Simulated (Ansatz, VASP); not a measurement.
**One calculation of Be, two programs**

```
CELL_PARAMETERS angstrom
-1.20914 1.20914 1.20914
1.20914 -1.20914 1.20914
1.20914 1.20914 -1.20914
ATOMIC_POSITIONS crystal
Be 0.00000 0.00000 0.00000
```

Alike in both runs: task single point; functional RPBE; k mesh 20 × 20 × 20; occupations fermi-dirac, width 0.1 eV; no spin polarisation.

|  | VASP | Ansatz |
| --- | --- | --- |
| version | VASP 6.6.1 | Ansatz 0.2.0 |
| potentials or method | VASP PAW PBE potentials, release 64 (Be) | plane waves (420 eV) with PAW, scalar-relativistic |
| plane-wave cutoff (eV) | 520 | 420 |
| valence electrons in the cell | 2 | 2 |

|  | VASP | Ansatz | Ansatz less VASP |
| --- | --- | --- | --- |
| pressure (GPa) | 18.6 | 18.5 | -0.04 |

With one functional, cell and mesh, what is left measures potentials, basis and numerics.

Caveats: so large a pressure means that the cell lies far from this level's equilibrium, or that cutoff or potentials fall short (VASP); the potentials were made for another functional, which shifts forces and pressure (VASP).
